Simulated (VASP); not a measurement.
Write the native input for VASP 6.6.1 that does the following.

```yaml
Task: single point
Functional: LDA
Potentials_or_basis: VASP PAW LDA potentials, release 64 (Mg, I)
Cutoff: 520 eV
k_mesh: 5 × 5 × 3
Occupations: gaussian, width 0.01 eV
Spin: no spin polarisation
Dipole_correction: no
Further_INCAR_settings: ALGO = Fast; EDIFF = 1e-07; NBANDS = 15
```

The structure of MgI2 lies in POSCAR:

```
MgI2
1.0
    4.1400000000      0.0000000000      0.0000000000
   -2.0700000000      3.5853450000      0.0000000000
    0.0000000000      0.0000000000      6.8800000000
Mg I
1 2
Direct
    0.0000000000      0.0000000000      0.0000000000
    0.3333330000      0.6666670000      0.2500000000
    0.6666670000      0.3333330000      0.7500000000
```

These files were run (other wordings do the same):

INCAR

```
SYSTEM = MgI2
PREC = Accurate
ENCUT = 520
EDIFF = 1E-7
ISMEAR = 0
SIGMA = 0.01
LREAL = .FALSE.
LASPH = .TRUE.
NELM = 100
ALGO = Fast
ISIF = 2
LWAVE = .FALSE.
LCHARG = .FALSE.
NBANDS = 15
```

KPOINTS

```
Automatic mesh
0
G
  5 5 3
  0 0 0
```

Potentials or basis: VASP PAW LDA potentials, release 64 (Mg, I).

Command:

```bash
$ cat potpaw_LDA.64/Mg/POTCAR potpaw_LDA.64/I/POTCAR > POTCAR
$ mpirun -np 1 vasp_std > vasp.out
```

Results of the run:

- Pressure: -2.1 GPa
- Largest force: 0.391 eV/Å
- Band gap on the k mesh: 3.33 eV, indirect (least direct gap 3.37 eV)

Caveat: spin-orbit coupling is left out, which moves the levels of the heavy elements; an odd mesh through Γ misses points on the zone boundary, where band edges often lie; the cell's inner coordinates are idealised or old, which leaves forces on the atoms.

Run time: 16 s on 1 thread of Intel(R) Xeon(R) Platinum 8259CL CPU @ 2.50GHz (Skylake/Cascade Lake), on a shared host, peak memory 0.19 GiB.
